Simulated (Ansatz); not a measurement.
**Al₂Cu: a line through an energy map**

One line of a two-coordinate grid on Al₂Cu (Fm-3m, No. 225; 3 atoms in the cell): strain +e along z and -e/2 along x and y is varied, at strain +e along x and -e along y = 0.00 %.

Computed with Ansatz 0.2.0 (DFT PBE, scalar-relativistic, plane waves, PAW, unless a step's input says otherwise).

1 further run of the same task is left out (set aside as unsound or not needed). Runs told in other sessions of the task aren't counted.

## 1. Starting point

It takes space group Fm-3m (No. 225, cubic). The conventional cell has a = 5.783 Å, b = 5.783 Å, c = 5.783 Å, α = 90.00°, β = 90.00°, γ = 90.00°. Around Al (site symmetry -43m) lie 4 Cu at 2.50 Å. Around Cu (site symmetry m-3m) lie 8 Al at 2.50 Å.

Coordinates:

```
CELL_PARAMETERS angstrom
-2.04460 2.04460 2.89140
2.04460 -2.04460 2.89140
2.04460 2.04460 -2.89140
ATOMIC_POSITIONS crystal
Al 0.75000 0.25000 0.50000
Al 0.25000 0.75000 0.50000
Cu 0.50000 0.50000 0.00000
```

It goes back to an entry of the Materials Project, which need not be the stable form.

It is the result of an earlier relaxation at this level (volume 16.12 Å³/atom; gap on the mesh: none (metal)).

## 2. Plan of the line

The energy is mapped over two homogeneous strains; x, y and z are the crystal's own axes (z along the conventional c), which in the input's Cartesian frame point along (0.71, 0.71, 0.00), (-0.71, 0.71, 0.00), (0.00, 0.00, 1.00).

First coordinate, strain +e along x and -e along y: 7 values from −4.00 %. Second coordinate, strain +e along z and -e/2 along x and y: 7 values from −7.00 %.

Nothing else is relaxed (symmetry fixes all fractional coordinates). Energies count from the relaxed crystal. Points are written as (first, second).

## 3. The run at (0.00 %, −7.00 %)

File input.yaml:

```yaml
crystal:
  lattice:
    - [-2.1161614991, 2.1161614991, 2.6890032877]
    - [2.1161614991, -2.1161614991, 2.6890032877]
    - [2.1161614991, 2.1161614991, -2.6890032877]
  atoms:
    - { symbol: Al, position: [0.75, 0.25, 0.5] }
    - { symbol: Al, position: [0.25, 0.75, 0.5] }
    - { symbol: Cu, position: [0.5, 0.5, 0.0] }
basis:
  ecutwfc: 520.0
kpoints:
  mp_grid: { grid: [14, 14, 14] }
hamiltonian:
  xc: pbe
  pseudopotentials: { kind: paw, azcp: { folder: soft_1 } }
scf:
  occupations: { method: gaussian, width: 0.15 }
output:
  forces: true
  stress: true
  eigenvalues: true
```

Started as:

```
> ansatz run input.yaml --threads 2 --pin off --max-ram 4096MiB --backend cpu --events-out ev --progress --plain --runs-dir out
```

Further runs follow: the other points of the line.

Q: Predict the outcome of this session. Wanted: for each run, strain +e along z and -e/2 along x and y; energy; slope; pressure.

**Answer**, as computed:

```
strain +e along z and -e/2 along x and y (%)  step  energy (meV/atom)  slope (meV/atom per %)  pressure (GPa)
                                       −7.00     3               40.0                   −12.2            1.25
                                       −4.67     4               16.8                    −7.6            0.53
                                       −2.33     5                3.9                    −3.5            0.14
                                        0.00     –                0.0                     0.0            0.01
                                        2.33     6                3.4                     2.9            0.12
                                        4.67     7               13.6                     5.6            0.39
                                        7.00     8               29.0                     7.7            0.81
```

Energies count from the relaxed crystal. Rows without a step come from runs not printed here or follow by symmetry. Slopes come from the forces (and the stress, where the cell changes), not from differences of energies.

**Reading.** The lowest point computed on the line is at 0.00 %, 0.0 meV/atom from the zero. A fit to energies and slopes at the lowest point and its two neighbours puts the minimum at 0.000 %, with a curvature of about 1.3 meV/atom per %². Divided by the reference volume, that is a stiffness of about 130 GPa for this pattern of strain. The highest point computed, at −7.00 %, lies 40.0 meV/atom above the lowest. This is one cut through a surface in two coordinates; it holds the lowest point sampled, which need not be a minimum.
